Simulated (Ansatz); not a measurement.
# Al2Cu: the cost of one run

Computed with Ansatz 0.2.0 (DFT PBE, scalar-relativistic, plane waves, PAW, unless a step's input says otherwise).

### 1 Starting point

Symmetry: Fd-3m, No. 227, cubic system. The conventional cell has a = 7.393 Å, b = 7.393 Å, c = 7.393 Å, α = 90.00°, β = 90.00°, γ = 90.00°. Al (site symmetry -3m) is surrounded by 2 Cu at 1.60 Å. Cu (site symmetry -43m) has 4 Al at 1.60 Å as nearest neighbours.

Structure file:

```cif
data_structure
_symmetry_space_group_name_H-M 'Fd-3m:1'
_symmetry_Int_Tables_number 227
_cell_length_a 7.3934
_cell_length_b 7.3934
_cell_length_c 7.3934
_cell_angle_alpha 90.000
_cell_angle_beta 90.000
_cell_angle_gamma 90.000
_cell_volume 404.13
loop_
_atom_site_label
_atom_site_type_symbol
_atom_site_symmetry_multiplicity
_atom_site_Wyckoff_symbol
_atom_site_fract_x
_atom_site_fract_y
_atom_site_fract_z
_atom_site_occupancy
Al1 Al 16 c 0.12500 0.12500 0.12500 1
Cu1 Cu 8 a 0.50000 0.00000 0.50000 1
```

The cell is invented: random cell by space group and Wyckoff sites (Fd-3m, No. 227). The dimensions are guesses.

### 2 Probe: one point on a coarse mesh

Input file input.yaml:

```yaml
crystal:
  lattice:
    - [0.0, 3.69667621, 3.69667621]
    - [3.69667621, 0.0, 3.69667621]
    - [3.69667621, 3.69667621, 0.0]
  atoms:
    - { symbol: Al, position: [0.625, 0.625, 0.625] }
    - { symbol: Al, position: [0.625, 0.625, 0.125] }
    - { symbol: Al, position: [0.625, 0.125, 0.625] }
    - { symbol: Al, position: [0.125, 0.625, 0.625] }
    - { symbol: Cu, position: [0.5, 0.5, 0.5] }
    - { symbol: Cu, position: [0.75, 0.75, 0.75] }
basis:
  ecutwfc: 420
kpoints:
  mp_grid: { grid: [4, 4, 4] }
hamiltonian:
  xc: pbe
scf:
  occupations: { method: gaussian, width: 0.1 }
  lower_state_search: "off"
output:
  forces: true
  stress: true
  eigenvalues: true
```

Command:

```sh
$ ansatz run input.yaml --threads 1 --pin off --max-ram 2560MiB --backend cpu --events-out ev --progress --plain --runs-dir out
```

Q: Estimate wall time and peak memory on 1 thread of Intel Xeon Platinum 8488C (Sapphire Rapids), shared host.

About 1.8 s, with a peak of 0.37 GiB.
